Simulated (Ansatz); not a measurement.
A plane-wave DFT run in Ansatz 0.2.0 (scalar-relativistic PAW potentials unless the input names others): input and command.

```yaml
crystal:
  lattice:
    - [2.81940321, 0.0, 0.0]
    - [0.0, 2.81940321, 0.0]
    - [0.0, 0.0, 2.5938509532]
  atoms:
    - { symbol: Al, position: [0.0, 0.0, 0.0] }
    - { symbol: Co, position: [0.5, 0.5, 0.5] }
basis:
  ecutwfc: 420
  ecutrho_ratio: 8
kpoints:
  mp_grid: { grid: [16, 16, 16] }
hamiltonian:
  xc: pbesol
  hubbard: { sites: [{ species: Co, l: d, u_eff: 2.0 }], double_counting: fll }
scf:
  occupations: { method: gaussian, width: 0.15 }
output:
  forces: true
  eigenvalues: true
  stress: true
```

```bash
ansatz run input.yaml --threads 1 --pin off --max-ram 2560MiB --backend cpu --events-out ev --progress --plain --runs-dir out
```

Abridged log:
```
Al: projections on atomic orbitals take those of the free atom [Ne] 3s2 3p1, of charge +0.00 (hamiltonian.pseudopotentials.projection_atoms); the dataset's partial waves leave at most 3.3e-8 of an orbital's norm unspanned inside its sphere
Co: projections on atomic orbitals take those of the free atom [Ne] 3s2 3p6 3d7 4s2, of charge +0.00 (hamiltonian.pseudopotentials.projection_atoms); the dataset's partial waves leave at most 1.4e-6 of an orbital's norm unspanned inside its sphere
Pseudopotentials: kind: paw
Pseudopotential: Al, paw, valence charge 3, recommended cutoff 420 eV (normal)
Pseudopotential: Co, paw, valence charge 17, recommended cutoff 420 eV (normal)
Functional definition: PBEsol
Crystal: 2 atoms, lattice volume = 20.619 Å³
Basis set: ecut = 420 eV, 413 PW (Γ), exchange–correlation on 54×54×50 points (8 copies of the dense FFT grid, shifted against one another)
Bands: 14, of which v1, the nominal top of the filled ones, is band 10 counted from 1 (9 counted from 0)
Symmetry: 16 space group operations
Space group: P4/mmm (ITA 123), of the structure as read, at distance tolerance 2.7e-5 Å
k-points: 405 of 4096
Initial density: superposition of atomic densities (chi_scale 0.1, normalization cell, long waves kept (reshape's long-wave potential 0.00 eV rms))
Initial wavefunctions: pseudopotential atomic-orbital guess
Functional: x = pbesol(κ = 0.804, μ = 0.12345679), c = pbesol(β = 0.046)
SCF iter   1: F=—  HF=-5617.280987 eV  |F-HF|=—  |Δ(HF+E_count)|=         —  Δρ=6.49e-2  dr2=9.44e-1  ethr=3.10e-3  ⟨swp⟩=4.1  Hψ=25942  notcnv=0
SCF iter   2: F=—  HF=-5617.290353 eV  |F-HF|=—  |Δ(HF+E_count)|=   9.37e-3  Δρ=6.03e-2  dr2=3.58e-1  ethr=3.10e-3  ⟨swp⟩=2.1  Hψ=11781  notcnv=0  defer=20
SCF iter   3: F=—  HF=-5617.266923 eV  |F-HF|=—  |Δ(HF+E_count)|=   2.34e-2  Δρ=7.16e-2  dr2=8.05e-1  ethr=1.79e-3  ⟨swp⟩=2.1  Hψ=10954  notcnv=0  defer=20
SCF iter   4: F=—  HF=-5617.154234 eV  |F-HF|=—  |Δ(HF+E_count)|=   1.13e-1  Δρ=1.50e-2  dr2=2.63e-2  ethr=1.79e-3  ⟨swp⟩=2.6  Hψ=11900  notcnv=0  defer=21
SCF iter   5: F=—  HF=-5617.156707 eV  |F-HF|=—  |Δ(HF+E_count)|=   2.47e-3  Δρ=9.23e-3  dr2=1.10e-2  ethr=1.32e-4  ⟨swp⟩=2.5  Hψ=7909  notcnv=0  defer=20
SCF iter   6: F=—  HF=-5617.156581 eV  |F-HF|=—  |Δ(HF+E_count)|=   1.25e-4  Δρ=6.90e-4  dr2=9.37e-5  ethr=5.48e-5  ⟨swp⟩=2.1  Hψ=7381  notcnv=0  defer=20
SCF iter   7: F=—  HF=-5617.156583 eV  |F-HF|=—  |Δ(HF+E_count)|=   1.49e-6  Δρ=1.38e-4  dr2=5.91e-7  ethr=4.68e-7  ⟨swp⟩=2.2  Hψ=8808  notcnv=0  defer=20
SCF iter   8: F=—  HF=-5617.156583 eV  |F-HF|=—  |Δ(HF+E_count)|=   1.90e-7  Δρ=6.67e-5  dr2=4.94e-7  ethr=5.00e-10  ⟨swp⟩=5.8  Hψ=26845  notcnv=0
SCF iter   9: F=-5617.156583 eV  HF=-5617.156583 eV  |F-HF|=6.19e-9  |Δ(HF+E_count)|=   5.74e-8  Δρ=8.51e-6  dr2=7.53e-9  ethr=5.00e-10  ⟨swp⟩=3.0  Hψ=20780  notcnv=0
SCF 1 converged in 9 iterations: F = -5617.156583 eV  dr2 = 7.53e-9
SCF converged after 9 iterations
Free energy (F): -5617.156583 eV
Harris-Foulkes:  -5617.156583 eV  (|F-HF|=6.19e-9)
Internal energy: -5617.146127 eV  (E = F + TS)
E sigma→0 (E₀):  -5617.151355 eV
Entropy (-TS):   -0.010456 eV (-5.228 meV/atom)
Fermi energy:    16.258891 eV
--- Forces (eV/Å), atoms counted from 1 ---
  atom   1  Al     0.00000000     0.00000000     0.00000000
  atom   2  Co     0.00000000     0.00000000     0.00000000
--- Stress (GPa, compression-positive) ---
       10.883769       0.000000       0.000000
        0.000000      10.883769       0.000000
        0.000000       0.000000      37.061291
  P = ⅓ Tr σ = 19.6096 GPa (196.096 kbar)
Occupation matrices written to <dir>
```

Apart from outputs and empty bands, the input differs from a reference run on usual settings in basis.ecutrho_ratio: not typed → 8; hamiltonian.hubbard: not typed → {"sites": [{"species": "Co", "l": "d", "u_eff": 2.0}], "double_counting": "fll"}. The reference, at the same geometry (not necessarily relaxed), gave pressure 21.55 GPa, largest force 0.000 eV/Å, no gap on the mesh. This run converged in 9 SCF iterations (reference: 6) with an energy at zero smearing 714 meV/atom above the reference's (the Hamiltonian itself differs), pressure 19.61 GPa, largest force 0.000 eV/Å, no gap on the mesh.

It took 15 s on 1 thread of Intel(R) Xeon(R) Platinum 8375C CPU @ 2.90GHz (Ice Lake) (shared host), peak memory 0.5 GiB.